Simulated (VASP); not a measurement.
# TaN (P6_3/mmc) in VASP: further runs, part 2 of 2

VASP 6.6.1. Earlier steps stand in the parts before.

## Step 3: Single point, LDA+U, collinear spin, ferromagnetic start

Contents of INCAR:

```
SYSTEM = TaN
  ALGO = Normal
  EDIFF = 1E-7
  ENCUT = 520
  ISIF = 2
  ISMEAR = 0
  ISPIN = 2
  LASPH = .TRUE.
  LCHARG = .FALSE.
  LDAU = .TRUE.
  LDAUJ = 0 0
  LDAUL = 2 -1
  LDAUPRINT = 1
  LDAUTYPE = 2
  LDAUU = 2 0
  LMAXMIX = 4
  LORBIT = 11
  LREAL = .FALSE.
  LWAVE = .FALSE.
  MAGMOM = 0.5 0.5 0 0
  NBANDS = 28
  NELM = 60
  NUPDOWN = 0
  PREC = Accurate
  SIGMA = 0.05
```

Contents of KPOINTS:

```
k-points
0
G
  7 7 4
  0 0 0
```

Contents of POSCAR:

```
TaN
1.0
    3.0480018400      0.0000000000      0.0000000000
   -1.5240009200      2.6396470300      0.0000000000
    0.0000000000      0.0000000000      4.9179997800
Ta N
2 2
Direct
    0.0000000000      0.0000000000      0.0000000000
    0.0000000000      0.0000000000      0.5000000000
    0.3333333333      0.6666666667      0.2500000000
    0.6666666667      0.3333333333      0.7500000000
```

Potentials or basis: VASP PAW LDA potentials, release 64 (Ta_pv, N).

On the command line:

```
cat potpaw_LDA.64/Ta_pv/POTCAR potpaw_LDA.64/N/POTCAR > POTCAR
mpirun -np 1 vasp_std > vasp.out
```

OUTCAR:

```text
SYSTEM = TaN
   EDIFF = 1E-7
   ENCUT = 520
   ISIF = 2
   ISMEAR = 0
   ISPIN = 2
   LASPH = .TRUE.
   LORBIT = 11
   LREAL = .FALSE.
   NELM = 60
   NUPDOWN = 0
   PREC = Accurate

 ion  position               nearest neighbor table
   1  0.000  0.000  0.000-   3 2.15   4 2.15   4 2.15   3 2.15   4 2.15   3 2.15   2 2.46   2 2.46

   2  0.000  0.000  0.500-   3 2.15   4 2.15   4 2.15   3 2.15   4 2.15   3 2.15   1 2.46   1 2.46

   3  0.333  0.667  0.250-   1 2.15   2 2.15   1 2.15   2 2.15   1 2.15   2 2.15
   4  0.667  0.333  0.750-   1 2.15   2 2.15   1 2.15   2 2.15   1 2.15   2 2.15

  LATTYP: Found a hexagonal cell.
 ALAT       =     3.0480018400
 C/A-ratio  =     1.6135160142

  Lattice vectors:

 A1 = (   3.0480018400,   0.0000000000,   0.0000000000)
 A2 = (  -1.5240009200,   2.6396470300,   0.0000000000)
 A3 = (   0.0000000000,   0.0000000000,   4.9179997800)

Analysis of symmetry for initial positions (statically):
=====================================================================
 Subroutine PRICEL returns:
 Original cell was already a primitive cell.

 Routine SETGRP: Setting up the symmetry group for a
 hexagonal supercell.

 Subroutine GETGRP returns: Found 24 space group operations
 (whereof 12 operations were pure point group operations)
 out of a pool of 24 trial point group operations.

The static configuration has the point symmetry D_3d.
 The point group associated with its full space group is D_6h.

Analysis of symmetry for dynamics (positions and initial velocities):
=====================================================================
 Subroutine PRICEL returns:
 Original cell was already a primitive cell.

 Routine SETGRP: Setting up the symmetry group for a
 hexagonal supercell.

 Subroutine GETGRP returns: Found 24 space group operations
 (whereof 12 operations were pure point group operations)
 out of a pool of 24 trial point group operations.

The dynamic configuration has the point symmetry D_3d.
 The point group associated with its full space group is D_6h.

Analysis of structural, dynamic, and magnetic symmetry:
=====================================================================
 Subroutine PRICEL returns:
 Original cell was already a primitive cell.

 Routine SETGRP: Setting up the symmetry group for a
 hexagonal supercell.

 Subroutine GETGRP returns: Found 24 space group operations
 (whereof 12 operations were pure point group operations)
 out of a pool of 24 trial point group operations.

The overall configuration has the point symmetry D_3d.
 The point group associated with its full space group is D_6h.

 Subroutine INISYM returns: Found 24 space group operations
 (whereof 12 operations are pure point group operations),
 and found     1 'primitive' translations

[... 181 lines left out ...]
  0.2304  0.0000 -0.0000 -0.0106  0.0000
  0.0000  0.2650 -0.0000  0.0000 -0.0106
 -0.0000 -0.0000  0.3802  0.0000  0.0000
 -0.0106  0.0000  0.0000  0.2650 -0.0000
  0.0000 -0.0106  0.0000 -0.0000  0.2304

spin component  2

  0.2304  0.0000 -0.0000 -0.0106  0.0000
  0.0000  0.2650 -0.0000  0.0000 -0.0106
 -0.0000 -0.0000  0.3802  0.0000  0.0000
 -0.0106  0.0000  0.0000  0.2650 -0.0000
  0.0000 -0.0106  0.0000 -0.0000  0.2304

 occupancies and eigenvectors

  o =  0.2274  v =  0.9623 -0.0000  0.0000  0.2721 -0.0000  0.0000  0.0000  0.0000  0.0000  0.0000      0.0000  0.0000  0.0000  0.0000  0.0000  0.0000  0.0000  0.0000  0.0000  0.0000
  o =  0.2274  v =  0.0000  0.2721 -0.0000  0.0000  0.9623  0.0000  0.0000  0.0000  0.0000  0.0000      0.0000  0.0000  0.0000  0.0000  0.0000  0.0000  0.0000  0.0000  0.0000  0.0000
  o =  0.2274  v =  0.0000  0.0000  0.0000  0.0000  0.0000  0.9623 -0.0000  0.0000  0.2721 -0.0000      0.0000  0.0000  0.0000  0.0000  0.0000  0.0000  0.0000  0.0000  0.0000  0.0000
  o =  0.2274  v =  0.0000  0.0000  0.0000  0.0000  0.0000  0.0000  0.2721 -0.0000  0.0000  0.9623      0.0000  0.0000  0.0000  0.0000  0.0000  0.0000  0.0000  0.0000  0.0000  0.0000
  o =  0.2680  v = -0.2721  0.0000  0.0000  0.9623 -0.0000  0.0000  0.0000  0.0000  0.0000  0.0000      0.0000  0.0000  0.0000  0.0000  0.0000  0.0000  0.0000  0.0000  0.0000  0.0000
  o =  0.2680  v =  0.0000  0.9623  0.0000 -0.0000 -0.2721  0.0000  0.0000  0.0000  0.0000  0.0000      0.0000  0.0000  0.0000  0.0000  0.0000  0.0000  0.0000  0.0000  0.0000  0.0000
  o =  0.2680  v =  0.0000  0.0000  0.0000  0.0000  0.0000 -0.2721  0.0000  0.0000  0.9623 -0.0000      0.0000  0.0000  0.0000  0.0000  0.0000  0.0000  0.0000  0.0000  0.0000  0.0000
  o =  0.2680  v =  0.0000  0.0000  0.0000  0.0000  0.0000  0.0000  0.9623  0.0000 -0.0000 -0.2721      0.0000  0.0000  0.0000  0.0000  0.0000  0.0000  0.0000  0.0000  0.0000  0.0000
  o =  0.3802  v = -0.0000 -0.0000  1.0000  0.0000  0.0000  0.0000  0.0000  0.0000  0.0000  0.0000      0.0000  0.0000  0.0000  0.0000  0.0000  0.0000  0.0000  0.0000  0.0000  0.0000
  o =  0.3802  v =  0.0000  0.0000  0.0000  0.0000  0.0000 -0.0000 -0.0000  1.0000  0.0000  0.0000      0.0000  0.0000  0.0000  0.0000  0.0000  0.0000  0.0000  0.0000  0.0000  0.0000

 number of electron      32.0000002 magnetization      -0.0000003

 Free energy of the ion-electron system (eV)
  ---------------------------------------------------
  ext. energy  EPLUGINS =         0.00000000
  ---------------------------------------------------
  free energy    TOTEN  =       -42.38801507 eV

  energy without entropy =      -42.38570109  energy(sigma->0) =      -42.38685808

 E-fermi :  10.0288     XC(G=0): -13.9784

 val. band max:       10.0283509956   @ k =   0.4286   0.1429   0.2500
 cond. band min:      10.0634214260   @ k =   0.0000   0.0000   0.5000
 fundamental gap:      0.0350704304
 Fermi energy:        10.0288433034

 spin component 1

 k-point     1 :       0.0000    0.0000    0.0000
  band No.  band energies     occupation
      1     -27.3589      1.00000
      2     -25.5139      1.00000
      3     -25.5139      1.00000
      4     -25.1338      1.00000
      5     -25.1338      1.00000
      6     -24.2956      1.00000
[... 733 lines left out ...]
     27      20.8376      0.00000
     28      20.8376      0.00000
 Fermi energy:        10.0288337500

 spin component 2

 k-point     1 :       0.0000    0.0000    0.0000
  band No.  band energies     occupation
      1     -27.3589      1.00000
      2     -25.5140      1.00000
      3     -25.5140      1.00000
      4     -25.1338      1.00000
      5     -25.1338      1.00000
      6     -24.2957      1.00000
[... 733 lines left out ...]
     27      20.8376      0.00000
     28      20.8376      0.00000

------------------------ aborting loop because EDIFF is reached ----------------------------------------

  FORCE on cell =-STRESS in cart. coord.  units (eV):
  Direction    XX          YY          ZZ          XY          YZ          ZX
  --------------------------------------------------------------------------------------
  -------------------------------------------------------------------------------------
  Total        5.2954058      5.2954058     26.8938641     -0.0000000     -0.0000000      0.0000000
  in kB      214.4175069    214.4175078   1088.9657015     -0.0000000     -0.0000000      0.0000000
  external PRESSURE =     505.9335721 kB  Pullay stress =       0.0000000 kB

 VOLUME and BASIS-vectors are now :
 -----------------------------------------------------------------------------
  energy-cutoff  :      520.00
  volume of cell :       39.57
      direct lattice vectors                 reciprocal lattice vectors
     3.048001840  0.000000000  0.000000000     0.328083791  0.189419265  0.000000000
    -1.524000920  2.639647030  0.000000000     0.000000000  0.378838530  0.000000000
     0.000000000  0.000000000  4.917999780     0.000000000  0.000000000  0.203334698

 POSITION                                       TOTAL-FORCE (eV/Angst)
 -----------------------------------------------------------------------------------
      0.00000      0.00000      0.00000         0.000000      0.000000      0.000000
      0.00000      0.00000      2.45900         0.000000      0.000000      0.000000
     -0.00000      1.75976      1.22950        -0.000000      0.000000     -0.000000
      1.52400      0.87988      3.68850        -0.000000     -0.000000      0.000000
 -----------------------------------------------------------------------------------
    total drift:                               -0.000000      0.000000      0.000000

  FREE ENERGIE OF THE ION-ELECTRON SYSTEM (eV)
  ---------------------------------------------------
  free  energy   TOTEN  =       -42.3880150736 eV

  energy  without entropy=      -42.3857010877  energy(sigma->0) =      -42.38685808

 total charge

# of ion       s       p       d       tot
------------------------------------------
    1        0.336   6.304   2.683   9.323
    2        0.336   6.304   2.683   9.323
    3        1.226   2.571   0.000   3.797
    4        1.226   2.571   0.000   3.797
--------------------------------------------------
tot          3.122  17.751   5.366  26.239

 magnetization (x)

# of ion       s       p       d       tot
------------------------------------------
    1       -0.000   0.000  -0.000  -0.000
    2       -0.000   0.000  -0.000  -0.000
    3        0.000   0.000   0.000   0.000
    4        0.000   0.000   0.000   0.000
--------------------------------------------------
tot         -0.000   0.000  -0.000  -0.000
```

It took 25 s on 1 thread of Intel Xeon Platinum 8488C (Sapphire Rapids), shared host; peak memory 0.17 GiB.

What came out:

```
Free energy                                           : -42.3880 eV
Pressure                                              : 50.6 GPa
Net moment                                            : 0.00 μB per cell
Valence electrons inside the program's atomic spheres : Ta 9.32; N 3.80
```

Eigenvalues of the final occupation matrices:
| site | spin | trace | eigenvalues |
| --- | --- | --- | --- |
| site 1 d | 1 | 1.37 | 0.23 0.23 0.27 0.27 0.38 |
| site 1 d | 2 | 1.37 | 0.23 0.23 0.27 0.27 0.38 |
| site 2 d | 1 | 1.37 | 0.23 0.23 0.27 0.27 0.38 |
| site 2 d | 2 | 1.37 | 0.23 0.23 0.27 0.27 0.38 |

Caveat: a pressure of tens of GPa on the cell as given is suspect, and the run, the potentials or the cell itself is likely at fault; the total moment is fixed, so each spin has its own Fermi level. Spin-orbit coupling is left out, which matters for the levels of Ta.

## Step 4: Single point, LDA+U, non-collinear spin, random start

Contents of INCAR:

```
ALGO     = Normal         # electronic algorithm
EDIFF    = 1E-6           # SCF threshold, eV
ENCUT    = 520            # plane-wave cutoff, eV
GGA      = CA             # functional
ISIF     = 2              # what is computed and relaxed
ISMEAR   = 0              # smearing method
LASPH    = T              # aspherical terms in the spheres
LCHARG   = F              # write CHGCAR
LDAU     = T              # DFT+U
LDAUJ    = 0 0          
LDAUL    = 2 -1           # shell
LDAUPRINT= 1            
LDAUTYPE = 2            
LDAUU    = 2 0            # U, eV
LMAXMIX  = 4              # l up to which the mixer works
LNONCOLLINEAR= T              # non-collinear magnetism
LORBIT   = 11             # projections on sites
LREAL    = F              # projectors in reciprocal space
LWAVE    = F              # write WAVECAR
MAGMOM   = 0.229 0.224 0.001 -0.091 0.511 0.028 0 0 0 0 0 0 # initial moments
NBANDS   = 46             # bands
NELM     = 60             # most SCF steps
PREC     = Accurate       # precision mode
SIGMA    = 0.05           # smearing width, eV
```

Contents of KPOINTS:

```
k-points
0
Gamma
  7 7 4
```

POSCAR is that of step 3.

On the command line:

```
cat potpaw_LDA.64/Ta_pv/POTCAR potpaw_LDA.64/N/POTCAR > POTCAR
mpirun -np 1 vasp_ncl > vasp.out
```

It took 3.4 min on 1 thread of Intel Xeon Platinum 8488C (Sapphire Rapids), shared host; peak memory 0.38 GiB.

Results (log left out):

```yaml
Free_energy: -42.3880 eV
Pressure: 50.6 GPa
Band_gap_on_the_k_mesh: none (metal or under the smearing width)
Net_moment: 0.00 μB per cell
Valence_electrons_inside_the_program's_atomic_spheres: Ta 9.32; N 3.80
```

Stress tensor (GPa, compression positive):
```
 21.45   0.00   0.00
  0.00  21.45   0.00
  0.00   0.00 108.89
```

Levels at points of the mesh, in eV from the Fermi level:
| k point | band 28 | band 29 | band 30 | band 31 | band 32 | band 33 | band 34 | band 35 | band 36 | band 37 |
| --- | --- | --- | --- | --- | --- | --- | --- | --- | --- | --- |
| (0.00, 0.00, 0.00) | -3.73 | -3.72 | -3.72 | -1.83 | -1.83 | -1.83 | -1.83 | -0.57 | -0.57 | -0.57 |
| (0.00, 0.00, 0.50) | -6.40 | -0.09 | -0.09 | -0.09 | -0.09 | 0.03 | 0.03 | 0.03 | 0.03 | 0.03 |

Moments on the atoms (μB; x, y, z):
```
Ta  0.00 0.00 0.00
Ta  0.00 0.00 0.00
N   0.00 0.00 0.00
N   0.00 0.00 0.00
```

Caveat: a pressure of tens of GPa on the cell as given is suspect, and the run, the potentials or the cell itself is likely at fault. The state reached can hang on the start; a lower one may exist.

## Step 5: Summary

| spin | fixed moment (μB) | gap on the mesh (eV) | pressure (GPa) | moment (μB) |
| --- | --- | --- | --- | --- |
| collinear, random start | - | none | 50.6 | 0.00 |
| collinear, ferromagnetic start | 0 | - | 50.6 | 0.00 |
| non-collinear, random start | - | none | 50.6 | 0.00 |

Alike in all rows: task single point; level LDA+U; potentials or basis VASP PAW LDA potentials, release 64 (Ta_pv, N); Ta d U = 2 eV; cell as given; k mesh 7 × 7 × 4; cutoff (eV) 520; smearing gaussian 0.05 eV.

Caveats: a pressure of tens of GPa on the cell as given is suspect, and the run, the potentials or the cell itself is likely at fault; the total moment is fixed, so each spin has its own Fermi level (some runs).

Total energies depend on the potentials used, so only differences within one code and one set of settings carry meaning.
